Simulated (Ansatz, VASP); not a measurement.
## InSb in VASP and in Ansatz

Contents of INCAR:

```
SYSTEM = InSb
  PREC = Accurate
  ENCUT = 520
  EDIFF = 1E-6
  ISMEAR = 0
  SIGMA = 0.15
  LREAL = .FALSE.
  LASPH = .TRUE.
  NELM = 60
  ALGO = Normal
  ISIF = 2
  LWAVE = .FALSE.
  LCHARG = .TRUE.
  GGA = PE
  LELF = .TRUE.
  LVHAR = .TRUE.
  NBANDS = 16
```

File KPOINTS:

```
Automatic mesh
0
G
  12 12 12
  0 0 0
```

The input POSCAR:

```
InSb
1.0
    0.0000000000      2.9799720000      3.2391000000
    2.9799720000      0.0000000000      3.2391000000
    2.9799720000      2.9799720000      0.0000000000
In Sb
1 1
Direct
    0.0000000000      0.0000000000      0.0000000000
    0.7500000000      0.7500000000      0.7500000000
```

Input for Ansatz:

```yaml
crystal:
  lattice:
    - [0.0, 2.979972, 3.2391]
    - [2.979972, 0.0, 3.2391]
    - [2.979972, 2.979972, 0.0]
  atoms:
    - { symbol: In, position: [0.0, 0.0, 0.0] }
    - { symbol: Sb, position: [0.75, 0.75, 0.75] }
basis:
  ecutwfc: 420
kpoints:
  mp_grid: { grid: [12, 12, 12] }
hamiltonian:
  xc: pbe
scf:
  occupations: { method: gaussian, width: 0.15 }
output:
  forces: true
  stress: true
  eigenvalues: true
```

Change from the starting cell: strain -0.080 along x and y, +0.000 along z, atoms carried along.

Alike in both runs: task single point; functional PBE; k mesh 12 × 12 × 12; occupations gaussian, width 0.15 eV; no spin polarisation.

|  | VASP | Ansatz |
| --- | --- | --- |
| version | VASP 6.6.1 | Ansatz 0.2.0 |
| potentials or method | VASP PAW PBE potentials, release 64 (In_d, Sb) | scalar-relativistic, plane waves, PAW |
| plane-wave cutoff (eV) | 520 | 420 |
| valence electrons in the cell | 18 | 28 |

|  | VASP | Ansatz | Ansatz less VASP |
| --- | --- | --- | --- |
| gap on the k mesh at the Fermi level (eV) | 0.55 | 0.55 | +0.007 |
| least direct gap on the mesh (eV) | 0.59 | 0.58 | -0.009 |
| pressure (GPa) | 15.3 | 15.4 | +0.03 |
| largest component of the traceless stress (GPa) | 1.39 | 1.38 | -0.009 |

The functional is the same, so the differences come from potentials, cutoffs and numerics. The two sets of potentials don't hold the same shells in valence.

Caveats: so large a pressure means that the cell lies far from this level's equilibrium, or that cutoff or potentials fall short (VASP); spin-orbit coupling is left out, which moves the levels of the heavy elements. A k mesh can miss the band edges.
